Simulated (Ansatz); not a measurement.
Two G0W0 runs on As (honeycomb bilayer).

The cell holds 4 atoms: 4 As. Cell: a = 3.614 Å, b = 3.614 Å, c = 34.100 Å, α = 90.0°, β = 90.0°, γ = 120.0°. Regions: layer 1 (As-hc), 2 atoms (2 As); layer 2 (As-hc), 2 atoms (2 As). Vacuum lies along c.

```
As
1.0
     3.61402    0.00000    0.00000
    -1.80701    3.12983    0.00000
     0.00000    0.00000   34.10000
As
4
Direct
  0.33333 0.66667 0.46054
  0.66667 0.33333 0.42017
  0.33333 0.66667 0.57983
  0.00000 0.00000 0.53931
```

The structure was relaxed with PBE-D3(BJ). The runs that relaxed it are not among those shown.

The first (Ansatz 0.2.0; start PBE, 6×6×1 mesh, 568 empty bands, screening to 75 eV, PAW set soft_1 files; 4 threads of Arm Neoverse V1, shared host) gave, on its mesh: starting gap 0.62 eV, G0W0 gap 1.20 eV, mean of 1 + 4πα/V (set by the cell height) 4.04, 12 min.

Q: The second changes empty bands from 568 to 229 and screening cutoff (eV) from 75.0 to 41. What does it give?

It gave: starting gap 0.62 eV, G0W0 gap 1.08 eV, mean of 1 + 4πα/V (set by the cell height) 4.18, 1.8 min. The G0W0 gap moves by −0.12 eV, +0.00 eV from the start and −0.12 eV from the correction. Σc changes by +0.31 eV at the valence top and +0.19 eV at the conduction bottom, and Σx − Vxc between them by +0.00 eV.

Limits: not at the basis limit; coarse mesh for a sheet; no spin-orbit coupling.

[Paths, hosts, dates, memory and timing lines, banners, echoed tables and standing remarks are left out of the program output.]

[Logs are printed without paths, hosts, clocks, repeated set-up lines and the standing remarks that a program may print on its own settings, such as how far it seeks lower states.]

[Runs of the session that timed out or met a known fault of the program may be left out.]

[Cells called generated may have been cut or substituted from an entry of the Crystallography Open Database or the Materials Project.]

[Hosts, paths, dates, database ids (printed as entryN), source tags and the programs' standing remarks are cut or masked in the printed files.]
